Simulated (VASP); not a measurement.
# MoS2 in VASP: further runs, part 2 of 2

VASP 6.6.1. Earlier steps stand in the parts before.

## 3. Single point, PBE0

The input, POSCAR:

```
MoS2
1.0
    3.1841260822      0.0000000000      0.0000000000
   -1.5920630411      2.7575340760      0.0000000000
    0.0000000000      0.0000000000     17.3345999500
Mo S
1 2
Direct
    0.0000000000      0.0000000000      0.0000000000
    0.3333333333      0.6666666667      0.9105070200
    0.3333333333      0.6666666667      0.0894929800
```

The input, INCAR.step1:

```
  PREC = Accurate
  ENCUT = 400
  EDIFF = 1E-5
  ISMEAR = 0
  SIGMA = 0.01
  LREAL = False
  LASPH = True
  NELM = 100
  ALGO = Normal
  ISIF = 2
  LWAVE = True
  LCHARG = False
  NBANDS = 21
  NKRED = 1
  GGA = PE
```

The input, INCAR.step2:

```
  PREC = Accurate
  ENCUT = 400
  EDIFF = 1E-6
  ISMEAR = 0
  SIGMA = 0.01
  LREAL = False
  LASPH = True
  NELM = 100
  ALGO = Normal
  ISIF = 2
  LWAVE = False
  LCHARG = False
  GGA = PE
  LHFCALC = True
  AEXX = 0.25
  PRECFOCK = Fast
  NBANDS = 21
  NKRED = 1
  ISTART = 1
```

The input, KPOINTS:

```
Automatic mesh
0
Gamma
  7 7 2
```

Potentials or basis: VASP PAW PBE potentials, release 64 (Mo_sv, S).

Command:

```bash
cat potpaw_PBE.64/Mo_sv/POTCAR potpaw_PBE.64/S/POTCAR > POTCAR
cp INCAR.step1 INCAR
mpirun -np 1 vasp_std > vasp.out
cp INCAR.step2 INCAR
mpirun -np 1 vasp_std > vasp.out
```

OUTCAR:

```text
PREC = Accurate
   ENCUT = 400
   EDIFF = 1E-6
   ISMEAR = 0
   LREAL = False
   LASPH = True
   NELM = 100
   ISIF = 2
   GGA = PE
   LHFCALC = True
   AEXX = 0.25
   PRECFOCK = Fast
   NKRED = 1
   ISTART = 1

 Found     16 irreducible k-points:

 Following reciprocal coordinates:
            Coordinates               Weight
  0.000000  0.000000  0.000000      1.000000
  0.142857  0.000000  0.000000      6.000000
  0.285714  0.000000  0.000000      6.000000
  0.428571  0.000000  0.000000      6.000000
  0.142857  0.142857  0.000000      6.000000
  0.285714  0.142857  0.000000     12.000000
   k-points           NKPTS =     16   k-points in BZ     NKDIM =     98   number of bands    NBANDS=     21
   number of dos      NEDOS =    301   number of ions     NIONS =      3
   total plane-waves  NPLWV =  69120
   dimension x,y,z NGX =    24 NGY =   24 NGZ =  120
   dimension x,y,z NGXF=    48 NGYF=   48 NGZF=  240
   ions per type =               1   2
   NGX,Y,Z   is equivalent  to a cutoff of  12.53, 12.53, 11.51 a.u.
   NGXF,Y,Z  is equivalent  to a cutoff of  25.06, 25.06, 23.02 a.u.
 SYSTEM =  unknown system
   PREC   = accura    normal or accurate (medium, high low for compatibility)
   ISTART =      1    job   : 0-new  1-cont  2-samecut
   ICHARG =      0    charge: 1-file 2-atom 10-const
   ISPIN  =      1    spin polarized calculation?
   LNONCOLLINEAR =      F non collinear calculations
   LSORBIT =      F    spin-orbit coupling
   LASPH  =      T    aspherical Exc in radial PAW
   ENCUT  =  400.0 eV  29.40 Ry    5.42 a.u.   5.19  5.19 28.27*2*pi/ulx,y,z
   NELM   =    100;   NELMIN=  2; NELMDL=  0     # of ELM steps
   EDIFF  = 0.1E-05   stopping-criterion for ELM
   LREAL  =      F    real-space projection
   EDIFFG = 0.1E-04   stopping-criterion for IOM
   NSW    =      0    number of steps for IOM
   IBRION =     -1    ionic relax: 0-MD 1-quasi-New 2-CG
   NFREE  =      0    steps in history (QN), initial steepest desc. (CG)
   ISIF   =      2    stress and relaxation
   ISYM   =      3    0-nonsym 1-usesym 2-fastsym
   POTIM  = 0.5000    time-step for ionic-motion
   TEBEG  =    0.0;   TEEND  =   0.0 temperature during run
   PSTRESS=    0.0 pullay stress
   NELECT =      26.0000    total number of electrons
   NUPDOWN=      -1.0000    fix difference up-down
   EMIN   =  10.00;   EMAX   =-10.00  energy-range for DOS
   EFERMI =   0.00;   METHOD = LEGACY
   ISMEAR =     0;   SIGMA  =   0.01  broadening in eV -4-tet -1-fermi 0-gaus
   EFERMI_NEDOS =   21; number of points for ismear=-14 and -15
   IALGO  =     38    algorithm
   IMIX   =      1    mixing-type and parameters
     AMIX     =   0.40;   BMIX     =  1.00
     AMIX_MAG =   1.60;   BMIX_MAG =  1.00
  volume/ion in A,a.u.               =      50.73       342.37
  Fermi-wavevector in a.u.,A,eV,Ry     =   0.908359  1.716550 11.226391  0.825116
  Thomas-Fermi vector in A             =   2.032276
   LORBIT       =      0    0 simple, 1 ext, 2 COOP (PROOUT), +10 PAW based schemes
   GGA     = PE    functional components
   LHFCALC =     T    Hartree Fock is set to
   PRECFOCK=fast      Normal, Fast or Accurate (Low or Medium for compatibility)
   ENCUT4O =  -1.0   cutoff for four orbital integrals eV
   NKREDX  =     1    reduce k-point grid by
   NKREDY  =     1    reduce k-point grid by
   NKREDZ  =     1    reduce k-point grid by
   AEXX    =    0.2500 exact exchange contribution
   HFSCREEN=    0.0000 screening length (either q_TF or 0.3 A-1)
   HFSCREENC=   0.0000 screening length for correlation (either q_TF or 0.3 A-1)
   ENCUTFOCK=  -1.0 apply spherical cutoff to Coloumb kernel
   IVDW    =     0    specifies the selected vdW correction
   LEPSILON=     F    determine dielectric tensor
   LRPA    =     F    only Hartree local field effects (RPA)
 non-spin polarized calculation
 Gauss-broadening in eV      SIGMA  =   0.01
  energy-cutoff  :      400.00
  volume of cell :      152.20
 maximum number of plane-waves:      2792
 NGX is ok and might be reduce to    24
  NGX = 12; NGY = 12; NGZ = 70

 number of electron      26.0000001 magnetization

 Free energy of the ion-electron system (eV)
  ---------------------------------------------------
  ext. energy  EPLUGINS =         0.00000000
  ---------------------------------------------------
  free energy    TOTEN  =       -28.40092149 eV

  energy without entropy =      -28.40092149  energy(sigma->0) =      -28.40092149

 E-fermi :  -2.0412     XC(G=0):  -3.3885

 val. band max:       -2.2256591040   @ k =   0.0000   0.0000   0.0000
 cond. band min:       0.8942476843   @ k =   0.2857   0.2857   0.0000
 fundamental gap:      3.1199067883
 Fermi energy:        -2.0412405326

 k-point     1 :       0.0000    0.0000    0.0000
  band No.  band energies     occupation
      1     -67.1917      2.00000
      2     -39.9037      2.00000
      3     -39.6681      2.00000
      4     -39.6681      2.00000
      5     -18.0024      2.00000
      6     -16.5140      2.00000
[... 13 lines left out ...]
     20       5.3785      0.00000
     21       5.8551      0.00000

 k-point     2 :       0.1429    0.0000    0.0000
  band No.  band energies     occupation
      1     -67.1833      2.00000
      2     -39.8869      2.00000
      3     -39.7553      2.00000
      4     -39.6881      2.00000
      5     -17.6763      2.00000
      6     -16.3861      2.00000
[... 13 lines left out ...]
     20       5.9806      0.00000
     21       6.9888      0.00000

 k-point     3 :       0.2857    0.0000    0.0000
  band No.  band energies     occupation
      1     -67.1643      2.00000
      2     -39.9472      2.00000
      3     -39.8483      2.00000
      4     -39.7326      2.00000
      5     -16.8575      2.00000
      6     -16.0683      2.00000
[... 13 lines left out ...]
     20       6.9726      0.00000
     21       8.0071      0.00000

 k-point     4 :       0.4286    0.0000    0.0000
  band No.  band energies     occupation
      1     -67.1489      2.00000
      2     -40.0976      2.00000
      3     -39.8170      2.00000
      4     -39.7684      2.00000
      5     -16.0645      2.00000
      6     -15.7728      2.00000
[... 13 lines left out ...]
     20       7.3981      0.00000
     21       8.1102      0.00000

 k-point     5 :       0.1429    0.1429    0.0000
  band No.  band energies     occupation
      1     -67.1696      2.00000
      2     -39.8823      2.00000
      3     -39.8591      2.00000
      4     -39.7326      2.00000
      5     -17.1002      2.00000
      6     -16.1598      2.00000
[... 13 lines left out ...]
     20       6.7436      0.00000
     21       8.2431      0.00000

 k-point     6 :       0.2857    0.1429    0.0000
  band No.  band energies     occupation
      1     -67.1524      2.00000
      2     -40.0282      2.00000
      3     -39.8241      2.00000
      4     -39.7974      2.00000
      5     -16.2656      2.00000
      6     -15.8323      2.00000
[... 13 lines left out ...]
     20       7.4991      0.00000
     21       8.0794      0.00000

 [... further k-points ...]

------------------------ aborting loop because EDIFF is reached ----------------------------------------

  FORCE on cell =-STRESS in cart. coord.  units (eV):
  Direction    XX          YY          ZZ          XY          YZ          ZX
  --------------------------------------------------------------------------------------
  -------------------------------------------------------------------------------------
  Total       -1.5387903     -1.5387903     -1.1237279      0.0000000      0.0000000     -0.0000000
  in kB      -16.1981367    -16.1981367    -11.8289655      0.0000000      0.0000000     -0.0000000
  external PRESSURE =     -14.7417463 kB  Pullay stress =       0.0000000 kB

 VOLUME and BASIS-vectors are now :
 -----------------------------------------------------------------------------
  energy-cutoff  :      400.00
  volume of cell :      152.20
      direct lattice vectors                 reciprocal lattice vectors
     3.184126082  0.000000000  0.000000000     0.314057915  0.181321422  0.000000000
    -1.592063041  2.757534076  0.000000000     0.000000000  0.362642844  0.000000000
     0.000000000  0.000000000 17.334599950     0.000000000  0.000000000  0.057688092

 POSITION                                       TOTAL-FORCE (eV/Angst)
 -----------------------------------------------------------------------------------
      0.00000      0.00000      0.00000         0.000000      0.000000      0.000000
     -0.00000      1.83836     15.78327        -0.000000     -0.000000      0.316937
     -0.00000      1.83836      1.55133        -0.000000      0.000000     -0.316937
 -----------------------------------------------------------------------------------
    total drift:                               -0.000001      0.000000     -0.000000

  FREE ENERGIE OF THE ION-ELECTRON SYSTEM (eV)
  ---------------------------------------------------
  free  energy   TOTEN  =       -28.4009214856 eV

  energy  without entropy=      -28.4009214856  energy(sigma->0) =      -28.40092149
```

It took 25 min on 1 thread of Intel Xeon 6975P-C (Granite Rapids), shared host; peak memory 0.26 GiB.

The run converged, but some of its settings lie outside the range that counts as converged, so its numbers aren't taken as properties of the slab.

What came out:

```
Free energy            : -28.4009 eV
Largest force          : 0.317 eV/Å
Band gap on the k mesh : 3.12 eV, indirect (least direct gap 3.37 eV)
```

Caveat: the PAW data sets were made with another functional, which shifts forces and pressure a little.

## 4. Single point, PBE0

POSCAR is that of step 3.

The input, INCAR.step1:

```
SYSTEM = MoS2
  PREC = Accurate
  ENCUT = 250
  EDIFF = 1E-5
  ISMEAR = 0
  SIGMA = 0.01
  LREAL = .False.
  LASPH = .True.
  NELM = 100
  ALGO = Normal
  ISIF = 2
  LWAVE = .True.
  NBANDS = 21
  NKRED = 1
  GGA = PE
```

The input, INCAR.step2:

```
SYSTEM = MoS2
  PREC = Accurate
  ENCUT = 250
  EDIFF = 1E-6
  ISMEAR = 0
  SIGMA = 0.01
  LREAL = .False.
  LASPH = .True.
  NELM = 100
  ALGO = Normal
  ISIF = 2
  LWAVE = .False.
  LCHARG = .False.
  GGA = PE
  LHFCALC = .True.
  AEXX = 0.25
  PRECFOCK = Fast
  NBANDS = 21
  NKRED = 1
  ISTART = 1
```

The input, KPOINTS:

```
Automatic mesh
0
Gamma
  4 4 1
  0 0 0
```

Command:

```bash
cat potpaw_PBE.64/Mo_sv/POTCAR potpaw_PBE.64/S/POTCAR > POTCAR
cp INCAR.step1 INCAR
mpirun -np 1 vasp_std > vasp.out
cp INCAR.step2 INCAR
mpirun -np 1 vasp_std > vasp.out
```

Wall time 40 s (1 thread of Intel Xeon 6975P-C (Granite Rapids), shared host); peak memory 0.16 GiB.

The run converged, but a check on its numbers failed (symmetry, net force, bounds or a known fault of this set-up), so they aren't taken as properties of the slab.

Caveat: the k mesh is coarse (spacing up to 0.57 Å⁻¹), so the values aren't converged, least of all with exact exchange; the cutoff lies under the usual one of these potentials, so the numbers hold a large basis-set error; the PAW data sets were made with another functional, which shifts forces and pressure a little.

## 5. Single point, PBE0

POSCAR is that of step 4.

Changes to INCAR.step1 since step 4:

```diff
@@ -2,3 +2,3 @@
   PREC = Accurate
-  ENCUT = 250
+  ENCUT = 300
   EDIFF = 1E-5
```

Changes to INCAR.step2 since step 4:

```diff
@@ -2,3 +2,3 @@
   PREC = Accurate
-  ENCUT = 250
+  ENCUT = 300
   EDIFF = 1E-6
```

The input, KPOINTS:

```
Automatic mesh
0
Gamma
  5 5 1
  0 0 0
```

Command:

```bash
cat potpaw_PBE.64/Mo_sv/POTCAR potpaw_PBE.64/S/POTCAR > POTCAR
cp INCAR.step1 INCAR
mpirun -np 1 vasp_std > vasp.out
cp INCAR.step2 INCAR
mpirun -np 1 vasp_std > vasp.out
```

It took 2.1 min on 1 thread of Intel Xeon 6975P-C (Granite Rapids), shared host; peak memory 0.17 GiB.

These settings aren't checked as converged: the numbers below hold their error.

What came out:

| Property | Result |
| --- | --- |
| Free energy | -28.4381 eV |
| Largest force | 0.302 eV/Å |
| Band gap on the k mesh | 3.28 eV, indirect (least direct gap 3.59 eV) |

Caveat: the k mesh is coarse (spacing up to 0.46 Å⁻¹), so the values aren't converged, least of all with exact exchange; the cutoff is under 1.25 times the usual one of these potentials, so pressure, stress and relaxed cells hold a basis-set (Pulay) error; the PAW data sets were made with another functional, which shifts forces and pressure a little.
